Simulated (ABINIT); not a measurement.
B in ABINIT: convergence with nband

B:

```
B
1.0
     1.62456    0.00000    0.00000
     0.00000    2.86615    0.00000
     0.00000    0.00000    3.91440
B
2
Direct
  0.00000 0.50000 0.60926
  0.50000 0.00000 0.39074
```

The cell was built by a generator and needn't be a form met in nature.

```yaml
Program: ABINIT 10.8.3 (patched build)
Task: single point
Functional: PBE
Potentials_or_basis: PseudoDojo NC SR PBE v0.4 stringent
Cutoff: 1034 eV
k_mesh: 16 × 9 × 7
Occupations: gaussian, width 0.05 eV
Spin: no spin polarisation
```

These are the settings of the first run; the series varies nband, with any setting tied to it.

Hardware: 1 thread of AMD EPYC 7571, on a shared host.

| nband | energy less the tightest run, at zero smearing (meV/atom) | SCF cycles | CPU time (s) | peak memory (GiB) |
| --- | --- | --- | --- | --- |
| 4 | 0.00 | 8 | 36 | 0.08 |
| 5 | 0.00 | 8 | 47 | 0.08 |
| 6 | 0.00 | 8 | 44 | 0.08 |
| 7 | 0.00 | 8 | 51 | 0.09 |
| 8 | 0.00 | 8 | 60 | 0.09 |
| 11 | 0.00 | 8 | 82 | 0.1 |
| 17 | 0.00 | 8 | 160 | 0.12 |

Against the tightest run, the energy stays within 1 meV/atom from 4 on. The tightest run that finished is the yardstick and may itself not be fully converged.
